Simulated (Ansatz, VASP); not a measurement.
# Two plane-wave programs on Li2S

INCAR

```
SYSTEM = Li2S
PREC     = Accurate       ! precision mode
ENCUT    = 520            ! plane-wave cutoff, eV
EDIFF    = 1E-6           ! SCF threshold, eV
ISMEAR   = 0              ! smearing method
SIGMA    = 0.05           ! smearing width, eV
LREAL    = .FALSE.        ! projectors in reciprocal space
LASPH    = .TRUE.         ! aspherical terms in the spheres
NELM     = 100            ! most SCF steps
ALGO     = Fast           ! electronic algorithm
ISIF     = 2              ! what is computed and relaxed
LWAVE    = .FALSE.        ! write WAVECAR
LCHARG   = .TRUE.         ! write CHGCAR
GGA      = PS             ! functional
LELF     = .TRUE.         ! ELF
LVHAR    = .TRUE.       
NBANDS   = 13             ! bands
```

KPOINTS

```
regular mesh
0
G
  6 6 6
  0 0 0
```

POSCAR

```
Li2S
1.0
    0.0000000000      2.8438547786      2.8438547786
    2.8438547786      0.0000000000      2.8438547786
    2.8438547786      2.8438547786      0.0000000000
S Li
1 2
Direct
    0.0000000000      0.0000000000      0.0000000000
    0.2500000000      0.2500000000      0.2500000000
    0.7500000000      0.7500000000      0.7500000000
```

Input for Ansatz:

```yaml
crystal:
  lattice:
    - [0.0, 2.8438547786, 2.8438547786]
    - [2.8438547786, 0.0, 2.8438547786]
    - [2.8438547786, 2.8438547786, 0.0]
  atoms:
    - { symbol: S, position: [0.0, 0.0, 0.0] }
    - { symbol: Li, position: [0.25, 0.25, 0.25] }
    - { symbol: Li, position: [0.75, 0.75, 0.75] }
basis:
  ecutwfc: 420
kpoints:
  mp_grid: { grid: [6, 6, 6] }
hamiltonian:
  xc: pbesol
scf:
  occupations: { method: gaussian, width: 0.05 }
output:
  forces: true
  stress: true
  eigenvalues: true
```

The cell comes from a database or a generator and needn't be the stable form of this composition.

Alike in both runs: task single point; functional PBEsol; k mesh 6 × 6 × 6; occupations gaussian, width 0.05 eV; no spin polarisation.

```csv
,VASP,Ansatz
version,VASP 6.6.1,Ansatz 0.2.0
potentials or method,"VASP PAW PBE potentials, release 64 (S, Li_sv)","scalar-relativistic, plane waves, PAW"
plane-wave cutoff (eV),520,420
valence electrons in the cell,12,12
```

```tsv
	VASP	Ansatz	Ansatz less VASP
gap on the k mesh at the Fermi level (eV)	3.22	3.22	+0.001
least direct gap on the mesh (eV)	4.13	4.13	-0.010
```

The functional is the same, so the differences come from potentials, cutoffs and numerics.

 A k mesh can miss the band edges. As with any semilocal functional, this PBEsol gap is likely too small.
